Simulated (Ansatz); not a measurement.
TePt under changes of volume

One of the cells (22.651 Å³/atom); the others are scaled copies at fixed shape and fractional positions:

```
CELL_PARAMETERS angstrom
1.98157 1.14406 6.66103
-1.98157 1.14406 6.66103
0.00000 -2.28812 6.66103
ATOMIC_POSITIONS crystal
Pt 0.12967 0.12967 0.12967
Pt 0.87033 0.87033 0.87033
Te 0.40200 0.40200 0.40200
Te 0.59800 0.59800 0.59800
```

| Property | Result |
| --- | --- |
| Program | Ansatz 0.2.0 |
| Functional | LDA |
| Potentials or basis | all-electron LAPW, scalar-relativistic |
| Cutoff | 288 eV (chosen from the basis error) |
| Basis error allowed | 0.002 eV/atom |
| k mesh | 8 × 8 × 8 |
| Occupations | fermi-dirac, width 0.05 eV |
| Spin | no spin polarisation |

| volume (Å³/atom) | energy over the lowest point (meV/atom) | pressure (GPa) | largest force (eV/Å) |
| --- | --- | --- | --- |
| 21.292 | ? | ? | ? |
| 21.745 | 3.73 | 2.9 | 0.446 |
| 22.198 | 0.00 | -0.2 | 0.224 |
| 22.651 | 4.37 | -2.8 | 0.213 |
| 23.104 | 15.86 | -5.2 | 0.311 |
| 23.557 | 33.61 | -7.3 | 0.519 |
| 24.010 | 56.87 | -9.1 | 0.709 |

Task: What does the run at 21.292 Å³/atom give?

Result: Energy over the lowest point 16.54 meV/atom; pressure 6.3 GPa; largest force 0.749 eV/Å.

Worked out: A Birch-Murnaghan fit of order 3 (a polynomial in V^(-2/3)) to the other rows has its minimum at 22.17 Å³/atom with B0 = V·E''(V) = 141 GPa and B' = 5.3 at fixed shape and positions, which overstates the stiffness. It gives 16.66 meV/atom at 21.292 Å³/atom, against the run's 16.54, and -dE/dV = 6.3 GPa, against 6.3.

Energies are extrapolated to zero smearing.
